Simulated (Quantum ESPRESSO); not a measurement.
# SiC (Moissanite) (P6_3mc) in Quantum ESPRESSO: notebook, part 2 of 3

Quantum ESPRESSO 7.5. The steps go on from the part before.

## (3) Phonons, BLYP

pw.in reads:

```
&CONTROL
  calculation = 'scf'
  prefix = 'pwscf'
  outdir = './tmp'
  pseudo_dir = './pseudo'
  tprnfor = .true.
  tstress = .true.
  disk_io = 'low'
/
&SYSTEM
  ibrav = 0
  nat = 4
  ntyp = 2
  ecutwfc = 82
  nbnd = 14
  input_dft = 'blyp'
  occupations = 'smearing'
  smearing = 'fd'
  degauss = 0.00367493
/
&ELECTRONS
  conv_thr = 8d-10
  electron_maxstep = 120
  mixing_beta = 0.5
/
ATOMIC_SPECIES
Si    28.0850 Si.upf
C     12.0110 C.upf
CELL_PARAMETERS angstrom
   3.0760000000    0.0000000000    0.0000000000
  -1.5380000000    2.6638941420    0.0000000000
   0.0000000000    0.0000000000    5.0480000000
ATOMIC_POSITIONS crystal
Si     0.6666666667    0.3333333333    0.5000000000
Si     0.3333333333    0.6666666667    0.0000000000
C      0.6666666667    0.3333333333    0.8850000000
C      0.3333333333    0.6666666667    0.3850000000
K_POINTS automatic
6 6 4 0 0 1
```

relax.in reads:

```
&CONTROL
  calculation = 'vc-relax'
  prefix = 'pwscf'
  outdir = './tmp'
  pseudo_dir = './pseudo'
  tprnfor = .true.
  tstress = .true.
  disk_io = 'low'
  nstep = 40
  forc_conv_thr = 0.0001
  etot_conv_thr = 1d-06
/
&SYSTEM
  ibrav = 0
  nat = 4
  ntyp = 2
  ecutwfc = 82
  nbnd = 14
  input_dft = 'blyp'
  occupations = 'smearing'
  smearing = 'fd'
  degauss = 0.00367493
/
&ELECTRONS
  conv_thr = 8d-10
  electron_maxstep = 120
  mixing_beta = 0.5
/
&IONS
  ion_dynamics = 'bfgs'
/
&CELL
  cell_dynamics = 'bfgs'
  press = 0
  press_conv_thr = 0.2
/
ATOMIC_SPECIES
Si    28.0850 Si.upf
C     12.0110 C.upf
CELL_PARAMETERS angstrom
   3.0760000000    0.0000000000    0.0000000000
  -1.5380000000    2.6638941420    0.0000000000
   0.0000000000    0.0000000000    5.0480000000
ATOMIC_POSITIONS crystal
Si     0.6666666667    0.3333333333    0.5000000000
Si     0.3333333333    0.6666666667    0.0000000000
C      0.6666666667    0.3333333333    0.8850000000
C      0.3333333333    0.6666666667    0.3850000000
K_POINTS automatic
6 6 4 0 0 1
```

scf2.in reads:

```
&CONTROL
  calculation = 'scf'
  prefix = 'pwscf'
  outdir = './tmp'
  pseudo_dir = './pseudo'
  tprnfor = .true.
  tstress = .true.
  disk_io = 'low'
/
&SYSTEM
  ibrav = 0
  nat = 4
  ntyp = 2
  ecutwfc = 82
  nbnd = 14
  input_dft = 'blyp'
  occupations = 'fixed'
/
&ELECTRONS
  conv_thr = 1d-13
  electron_maxstep = 120
  mixing_beta = 0.5
  startingpot = 'file'
  startingwfc = 'file'
/
ATOMIC_SPECIES
Si    28.0850 Si.upf
C     12.0110 C.upf
CELL_PARAMETERS angstrom
   3.1232450419    0.0000000000    0.0000000000
  -1.5616225209    2.7048095485    0.0000000000
   0.0000000000    0.0000000000    5.1276105766
ATOMIC_POSITIONS crystal
Si     0.6666666667    0.3333333333    0.5045568332
Si     0.3333333333    0.6666666667    0.0045568332
C      0.6666666667    0.3333333333    0.8804431668
C      0.3333333333    0.6666666667    0.3804431668
K_POINTS automatic
6 6 4 0 0 1
```

ph.in reads:

```
phonons of SiC
&INPUTPH
  prefix = 'pwscf'
  outdir = './tmp'
  tr2_ph = 1d-16
  fildyn = 'dyn'
  niter_ph = 60
  alpha_mix(1) = 0.7
  epsil = .true.
/
0.0000000000 0.0000000000 0.0000000000
```

dynmat.in reads:

```
&INPUT
  fildyn = 'dyn'
  asr = 'crystal'
  lperm = .true.
  filout = 'dynmat.disp'
  fileig = 'dynmat.eig'
/
```

dynmat_lo.in reads:

```
&INPUT
  fildyn = 'dyn'
  asr = 'crystal'
  filout = 'dynmat_lo.disp'
  fileig = 'dynmat_lo.eig'
  q(1) = 0
  q(2) = 0
  q(3) = 1
/
```

Potentials or basis: PseudoDojo 0.4.1 SR PBE standard.

The run is started by

```
OMP_NUM_THREADS=1 pw.x -in pw.in > pw.out
OMP_NUM_THREADS=1 pw.x -in relax.in > relax.out
OMP_NUM_THREADS=1 pw.x -in scf2.in > scf2.out
OMP_NUM_THREADS=1 ph.x -in ph.in > ph.out
OMP_NUM_THREADS=1 dynmat.x -in dynmat.in > dynmat.out
OMP_NUM_THREADS=1 dynmat.x -in dynmat_lo.in > dynmat_lo.out
```

pw.out:

```text
This program is part of the open-source Quantum ESPRESSO suite
     for quantum simulation of materials; please cite
         "P. Giannozzi et al., J. Phys.:Condens. Matter 21 395502 (2009);
         "P. Giannozzi et al., J. Phys.:Condens. Matter 29 465901 (2017);
         "P. Giannozzi et al., J. Chem. Phys. 152 154105 (2020);
     in publications or presentations arising from this work. More details at

     IMPORTANT: XC functional enforced from input :
     Exchange-correlation= BLYP
                           (   1   3   1   3   0   0   0)
     Any further DFT definition will be discarded
     Please, verify this is what you really want

     Message from routine setup:
     using ibrav=0 with symmetry is DISCOURAGED, use correct ibrav instead

     G-vector sticks info
     --------------------
     sticks:   dense  smooth     PW     G-vecs:    dense   smooth      PW
     Sum         757     757    223                27991    27991    4475

     Using Slab Decomposition

     bravais-lattice index     =            0
     lattice parameter (alat)  =       5.8128  a.u.
     unit-cell volume          =     279.1382 (a.u.)^3
     number of atoms/cell      =            4
     number of atomic types    =            2
     number of electrons       =        16.00
     number of Kohn-Sham states=           14
     kinetic-energy cutoff     =      82.0000  Ry
     charge density cutoff     =     328.0000  Ry
     scf convergence threshold =      8.0E-10
     mixing beta               =       0.5000
     number of iterations used =            8  plain     mixing
     Exchange-correlation= BLYP
                           (   1   3   1   3   0   0   0)

     celldm(1)=   5.812798  celldm(2)=   0.000000  celldm(3)=   0.000000
     celldm(4)=   0.000000  celldm(5)=   0.000000  celldm(6)=   0.000000

     crystal axes: (cart. coord. in units of alat)
               a(1) = (   1.000000   0.000000   0.000000 )
               a(2) = (  -0.500000   0.866025   0.000000 )
               a(3) = (   0.000000   0.000000   1.641092 )

     reciprocal axes: (cart. coord. in units 2 pi/alat)
               b(1) = (  1.000000  0.577350 -0.000000 )
               b(2) = (  0.000000  1.154701  0.000000 )
               b(3) = (  0.000000 -0.000000  0.609350 )

     PseudoPot. # 1 for Si read from file:
     Si.upf
     Pseudo is Norm-conserving + core correction, Zval =  4.0
     Generated using ONCVPSP code by D. R. Hamann
     Using radial grid of 1510 points,  6 beta functions with:
                l(1) =   0
                l(2) =   0
                l(3) =   1
                l(4) =   1
                l(5) =   2
                l(6) =   2

     PseudoPot. # 2 for C  read from file:
     C.upf
     Pseudo is Norm-conserving + core correction, Zval =  4.0
     Generated using ONCVPSP code by D. R. Hamann
     Using radial grid of 1248 points,  4 beta functions with:
                l(1) =   0
                l(2) =   0
                l(3) =   1
                l(4) =   1

     atomic species   valence    mass     pseudopotential
     Si                4.00    28.08500     Si( 1.00)
     C                 4.00    12.01100     C ( 1.00)

     12 Sym. Ops. (no inversion) found ( 6 have fractional translation)

   Cartesian axes

     site n.     atom                  positions (alat units)
         1        Si     tau(   1) = (   0.5000000   0.2886751   0.8205462  )
         2        Si     tau(   2) = (  -0.0000000   0.5773503   0.0000000  )
         3        C      tau(   3) = (   0.5000000   0.2886751   1.4523667  )
         4        C      tau(   4) = (  -0.0000000   0.5773503   0.6318205  )

     number of k points=    14  Fermi-Dirac smearing, width (Ry)=  0.0037
                       cart. coord. in units 2pi/alat
        k(    1) = (   0.0000000   0.0000000   0.0761688), wk =   0.0277778
        k(    2) = (   0.0000000   0.0000000   0.2285063), wk =   0.0277778
        k(    3) = (   0.0000000   0.1924501   0.0761688), wk =   0.1666667
        k(    4) = (   0.0000000   0.1924501   0.2285063), wk =   0.1666667
        k(    5) = (   0.0000000   0.3849002   0.0761688), wk =   0.1666667
        k(    6) = (   0.0000000   0.3849002   0.2285063), wk =   0.1666667
        k(    7) = (   0.0000000  -0.5773503   0.0761688), wk =   0.0833333
        k(    8) = (   0.0000000  -0.5773503   0.2285063), wk =   0.0833333
        k(    9) = (   0.1666667   0.2886751   0.0761688), wk =   0.1666667
        k(   10) = (   0.1666667   0.2886751   0.2285063), wk =   0.1666667
        k(   11) = (   0.1666667   0.4811252   0.0761688), wk =   0.3333333
        k(   12) = (   0.1666667   0.4811252   0.2285063), wk =   0.3333333
        k(   13) = (   0.3333333   0.5773503   0.0761688), wk =   0.0555556
        k(   14) = (   0.3333333   0.5773503   0.2285063), wk =   0.0555556

     Dense  grid:    27991 G-vectors     FFT dimensions: (  36,  36,  60)

     Initial potential from superposition of free atoms

     starting charge      15.9987, renormalised to      16.0000
     Starting wfcs are   16 randomized atomic wfcs

     Self-consistent Calculation

     iteration #  1     ecut=    82.00 Ry     beta= 0.50
     Davidson diagonalization with overlap
     ethr =  1.00E-02,  avg # of iterations =  3.5

     total energy              =     -40.50304636 Ry
     estimated scf accuracy    <       1.03998321 Ry

     iteration #  2     ecut=    82.00 Ry     beta= 0.50
     Davidson diagonalization with overlap
     ethr =  6.50E-03,  avg # of iterations =  2.0

     total energy              =     -40.75603102 Ry
     estimated scf accuracy    <       0.04984540 Ry

     iteration #  3     ecut=    82.00 Ry     beta= 0.50
     Davidson diagonalization with overlap
     ethr =  3.12E-04,  avg # of iterations =  4.3

     total energy              =     -40.76078127 Ry
     estimated scf accuracy    <       0.00850269 Ry

     iteration #  4     ecut=    82.00 Ry     beta= 0.50
     Davidson diagonalization with overlap
     ethr =  5.31E-05,  avg # of iterations =  2.9

     total energy              =     -40.76126342 Ry
     estimated scf accuracy    <       0.00209344 Ry

     iteration #  5     ecut=    82.00 Ry     beta= 0.50
     Davidson diagonalization with overlap
     ethr =  1.31E-05,  avg # of iterations =  3.9
[... 8 lines left out ...]
     total energy              =     -40.76184431 Ry
     estimated scf accuracy    <       0.00000011 Ry

     iteration #  7     ecut=    82.00 Ry     beta= 0.50
     Davidson diagonalization with overlap
     ethr =  7.17E-10,  avg # of iterations =  5.4

     total energy              =     -40.76184533 Ry
     estimated scf accuracy    <       0.00000016 Ry

     iteration #  8     ecut=    82.00 Ry     beta= 0.50
     Davidson diagonalization with overlap
     ethr =  7.17E-10,  avg # of iterations =  1.9

     total energy              =     -40.76184534 Ry
     estimated scf accuracy    <       0.00000001 Ry

     iteration #  9     ecut=    82.00 Ry     beta= 0.50
     Davidson diagonalization with overlap
     ethr =  7.37E-11,  avg # of iterations =  2.3

     End of self-consistent calculation

          k = 0.0000 0.0000 0.0762 (  3507 PWs)   bands (ev):

    -5.2556  -2.1938   2.1745   8.7738   8.7738   9.8359   9.9371   9.9371
    15.1581  16.8371  16.9826  16.9826  17.7910  18.9743

          k = 0.0000 0.0000 0.2285 (  3538 PWs)   bands (ev):

    -4.6605  -3.5330   4.4848   7.3714   9.0812   9.0812   9.5605   9.5605
    15.7104  16.7226  17.2958  17.2962  18.0772  18.5891

          k = 0.0000 0.1925 0.0762 (  3512 PWs)   bands (ev):

    -4.7809  -1.7786   2.5778   6.7016   8.1224   8.2786   9.6174   9.7281
    15.1821  16.8055  17.3535  17.8149  17.9074  19.1563

          k = 0.0000 0.1925 0.2285 (  3512 PWs)   bands (ev):

    -4.1928  -3.0826   4.7065   6.9646   7.2795   8.4209   8.4943   9.1028
    15.3506  16.2572  17.4391  18.0921  18.4272  19.2570

          k = 0.0000 0.3849 0.0762 (  3502 PWs)   bands (ev):

    -3.4272  -0.7402   2.8968   4.4272   5.4786   7.2073   8.6972   8.9774
    13.7722  15.0460  17.2741  18.2176  18.6702  20.2034

          k = 0.0000 0.3849 0.2285 (  3479 PWs)   bands (ev):

    -2.8704  -1.8460   3.3707   4.3422   6.4143   7.6300   8.3430   8.4035
    13.8209  14.7232  16.0699  17.6421  19.6465  20.9753

          k = 0.0000-0.5774 0.0762 (  3492 PWs)   bands (ev):

    -1.9871  -0.6038   2.1559   3.5419   5.3443   6.8459   7.4402   8.6898
    13.2349  14.3421  17.2916  17.9442  18.9045  19.9074

          k = 0.0000-0.5774 0.2285 (  3476 PWs)   bands (ev):

    -1.5324  -0.8784   1.7341   2.4028   7.1581   7.2819   8.0227   8.3165
    13.4443  13.7837  15.9560  16.0629  19.6290  21.1533

          k = 0.1667 0.2887 0.0762 (  3494 PWs)   bands (ev):

    -3.8613  -1.0302   3.1606   5.0486   5.9931   7.0742   8.4566   9.2033
    15.6916  15.9928  16.8791  17.4259  18.9912  19.3347

          k = 0.1667 0.2887 0.2285 (  3501 PWs)   bands (ev):

    -3.2915  -2.2294   4.2939   5.3807   6.4355   6.9791   7.7703   8.5472
    15.3247  15.7437  17.3101  17.9975  18.9283  19.0111

          k = 0.1667 0.4811 0.0762 (  3494 PWs)   bands (ev):

    -2.2365  -0.3255   2.5336   4.1873   5.0926   5.6561   7.4353   7.8860
    14.1966  15.6391  17.2160  18.4968  19.3409  20.3504

          k = 0.1667 0.4811 0.2285 (  3498 PWs)   bands (ev):

    -1.7439  -0.9306   2.4059   3.1724   5.6636   6.5332   7.3854   8.6114
    14.4419  15.4758  16.4417  17.2804  18.5416  20.1578

          k = 0.3333 0.5774 0.0762 (  3501 PWs)   bands (ev):

    -0.8501  -0.8501   3.5487   3.5487   3.5792   6.0730   6.7225   6.7225
    13.2592  18.1358  18.1358  18.4086  20.1955  20.1955

          k = 0.3333 0.5774 0.2285 (  3510 PWs)   bands (ev):

    -0.6490  -0.6490   2.6049   2.6049   4.1211   5.0936   8.2336   8.2336
    15.2566  15.7524  15.7524  17.5609  20.5820  20.5820

     the Fermi energy is    11.3750 ev

!    total energy              =     -40.76184534 Ry
     estimated scf accuracy    <          1.3E-10 Ry
     smearing contrib. (-TS)   =      -0.00000000 Ry
     internal energy E=F+TS    =     -40.76184534 Ry

     The total energy is F=E-TS. E is the sum of the following terms:
     one-electron contribution =      10.97673343 Ry
     hartree contribution      =       4.92876332 Ry
     xc contribution           =     -14.87815289 Ry
     ewald contribution        =     -41.78918921 Ry

     convergence has been achieved in   9 iterations

     Forces acting on atoms (cartesian axes, Ry/au):

     atom    1 type  1   force =     0.00000000    0.00000000    0.02962634
     atom    2 type  1   force =     0.00000000   -0.00000000    0.02962634
     atom    3 type  2   force =    -0.00000000   -0.00000000   -0.02962634
     atom    4 type  2   force =     0.00000000    0.00000000   -0.02962634

     Total force =     0.059253     Total SCF correction =     0.000003

     Computing stress (Cartesian axis) and pressure

          total   stress  (Ry/bohr**3)                   (kbar)     P=      101.63
   0.00078947  -0.00000000   0.00000000          116.14       -0.00        0.00
  -0.00000000   0.00078947   0.00000000           -0.00      116.14        0.00
   0.00000000   0.00000000   0.00049362            0.00        0.00       72.61

=------------------------------------------------------------------------------=
   JOB DONE.
=------------------------------------------------------------------------------=
```

Run time: 5.9 min. Hardware: 1 thread of Arm Neoverse V1, shared host; peak memory 0.08 GiB.

Results:

| Property | Result |
| --- | --- |
| Free energy | -554.6889 eV |
| Relaxed volume | 10.83 Å³/atom |
| Relaxed cell | a = 3.123 Å, b = 3.123 Å, c = 5.128 Å, α = 90.00°, β = 90.00°, γ = 120.00° |
| Space group after relaxing (to 0.05 Å) | P6_3mc (No. 186) |
| Pressure after relaxing | 0.0 GPa |
| Electronic dielectric tensor (diagonal) | 7.06, 7.06, 7.09 |
| Born charges (mean of the diagonal) | Si +2.67; C -2.76 e |
| Highest phonon frequency at Γ, LO-TO splitting left out | 800 cm⁻¹ |
| Static dielectric tensor (diagonal) | 10.41, 10.41, 11.13 |

The path:
```csv
step,energy change (eV),largest force (eV/Å),pressure (GPa),volume (Å³)
1,0.0000,0.7617,10.16,41.36
2,-0.0890,0.1903,-1.03,43.54
3,-0.0937,0.0772,-0.36,43.40
4,-0.0946,0.0021,0.01,43.32
5,-0.0946,0.0000,0.00,43.32
```

Final structure:
```yaml
crystal:
  lattice:
    - [3.12325, 0.00000, 0.00000]
    - [-1.56162, 2.70481, 0.00000]
    - [0.00000, 0.00000, 5.12761]
  atoms:
    - { symbol: Si, position: [0.66667, 0.33333, 0.50456] }
    - { symbol: Si, position: [0.33333, 0.66667, 0.00456] }
    - { symbol: C, position: [0.66667, 0.33333, 0.88044] }
    - { symbol: C, position: [0.33333, 0.66667, 0.38044] }
```

Phonon frequencies in cm⁻¹ (negative: imaginary):
```
              q point                                   frequencies
(0.000, 0.000, 0.000)  -2 -1 -1 267 267 575 714 714 729 757 757 800
```

Electronic dielectric tensor:
```
7.06 0.00 0.00
0.00 7.06 0.00
0.00 0.00 7.09
```

Born effective charge tensors (e):
atom 1, Si
```
2.60 0.00 0.00
0.00 2.60 0.00
0.00 0.00 2.81
```
atom 2, Si
```
2.60 0.00 0.00
0.00 2.60 0.00
0.00 0.00 2.81
```
atom 3, C
```
-2.73  0.00  0.00
 0.00 -2.73  0.00
 0.00  0.00 -2.83
```
atom 4, C
```
-2.73  0.00  0.00
 0.00 -2.73  0.00
 0.00  0.00 -2.83
```

Optical modes at Γ, degenerate ones joined, polar ones without the macroscopic field:
| cm⁻¹ | components | symmetry | active in | IR intensity, summed ((D/Å)²/amu) |
| --- | --- | --- | --- | --- |
| 267 | 2 | E2 | Raman | 0.00 |
| 575 | 1 | B1 | silent | 0.00 |
| 714 | 2 | E2 | Raman | 0.00 |
| 729 | 1 | A1 | IR and Raman | 43.64 |
| 757 | 2 | E1 | IR and Raman | 77.90 |
| 800 | 1 | B1 | silent | 0.00 |

Zone-centre frequencies without and with the macroscopic field along z (cm⁻¹):
```csv
,optical modes in rising order
without,267 267 575 714 714 729 757 757 800
with the field,267 267 575 714 714 757 757 800 913
```

Static dielectric tensor, electrons and zone-centre modes:
```
10.41  0.00  0.00
 0.00 10.41  0.00
 0.00  0.00 11.13
```

Caveat: the mesh is thin for the dielectric tensor, Born charges and intensities, which usually come out too large; the potentials were made for another functional, which shifts forces and pressure; the Born charges break their sum rule by 0.17 e, a sign of too thin a mesh.

(Part 2 of 3 ends here.)
